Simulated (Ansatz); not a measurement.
NbN: do energies and stresses tell the same story?

Method: Ansatz, DFT PBE, scalar-relativistic, plane waves, PAW.

Plane waves to 420 eV, a k mesh through Γ of 16×16×16 on the computed 2-atom cell and Gaussian smearing (0.10 eV); no spin polarisation.

Relaxed cell: Fm-3m, a = 4.422 Å, b = 4.422 Å, c = 4.422 Å, α = 90.00°, β = 90.00°, γ = 90.00°, 2 atoms in the primitive cell.

Energies at zero smearing and pressures from the stress tensor, at volumes with shape and atoms relaxed:
| V (Å³/atom) | E − E(first) (meV/atom) | P (GPa) |
| --- | --- | --- |
| 9.509 | 0.00 | 51.94 |
| 9.833 | -88.06 | 35.61 |
| 10.157 | -145.69 | 21.76 |
| 10.481 | -177.46 | 10.00 |
| 10.805 | -187.25 | 0.00 |
| 11.129 | -178.38 | -8.50 |
| 11.453 | -153.63 | -15.72 |
| 11.886 | -100.03 | -23.68 |

Check P = −dE/dV between neighbouring volumes, and get the bulk modulus from the pressures alone.

With 1 eV/Å³ = 160.2 GPa:
```csv
middle V (Å³/atom),−ΔE/ΔV (GPa),mean P (GPa)
9.671,43.526,43.774
9.995,28.482,28.687
10.319,15.704,15.879
10.643,4.838,5.000
10.967,-4.383,-4.248
11.291,-12.234,-12.107
11.670,-19.869,-19.697
```

The two differ by 0.25 GPa at most. The mean of two end pressures misses the average over a step by about ΔV² P″/12, up to 0.22 GPa here; with that taken off 0.03 GPa remains. The stress is the derivative of the free energy, not of the energy at zero smearing, and with free energies 0.01 GPa remains. Around V = 10.805 Å³/atom, the two neighbours give B = −V ΔP/ΔV = 10.805 × 18.49 / 0.648 = 308.2 GPa, against B0 = 306.8 GPa from the Birch–Murnaghan fit of the energies.